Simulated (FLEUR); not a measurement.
## C under changes of volume

One of the cells (5.672 Å³/atom); the others are scaled copies at fixed shape and fractional positions:

```
C
1.0
     2.52210    0.00000    0.00000
    -1.26105    2.18420    0.00000
     0.00000    0.00000   12.35570
C
12
Direct
  0.66667 0.33333 0.35417
  0.33333 0.66667 0.85417
  0.66667 0.33333 0.14583
  0.33333 0.66667 0.64583
  0.66667 0.33333 0.47917
  0.33333 0.66667 0.97917
  0.66667 0.33333 0.02083
  0.33333 0.66667 0.52083
  0.00000 0.00000 0.81250
  0.00000 0.00000 0.31250
  0.00000 0.00000 0.68750
  0.00000 0.00000 0.18750
```

This is a hexagonal form of diamond, not graphite.

| Quantity | Value |
| --- | --- |
| Program | FLEUR MaX-R8.1 (later development tree) |
| Functional | PBE |
| Potentials or basis | all-electron |
| Basis | FLAPW |
| Kmax | 5 1/bohr |
| k mesh | 12 × 12 × 3 |
| Occupations | fermi-dirac, width 0.05 eV |
| Spin | no spin polarisation |

```csv
volume (Å³/atom),energy over the lowest point (meV/atom),gap on the mesh (eV)
5.332,?,?
5.445,16.63,4.50
5.672,0.00,4.39
5.899,8.77,4.28
6.012,21.10,4.23
```

Problem. What does the run at 5.332 Å³/atom give?

Solution. Energy over the lowest point 35.81 meV/atom; gap on the mesh 4.55 eV.

Worked out: A Birch-Murnaghan fit of order 2 (a polynomial in V^(-2/3)) to the other rows has its minimum at 5.70 Å³/atom with B0 = V·E''(V) = 437 GPa at fixed shape and positions, which overstates the stiffness. It gives 36.05 meV/atom at 5.332 Å³/atom, against the run's 35.81. A straight line through the other rows of the gap, of slope -2.74 eV per unit of ln V, extrapolates to 4.56 eV, against the run's 4.55.

Energies are extrapolated to zero smearing.

Caveats: an odd mesh through Γ misses points on the zone boundary, where band edges often lie.
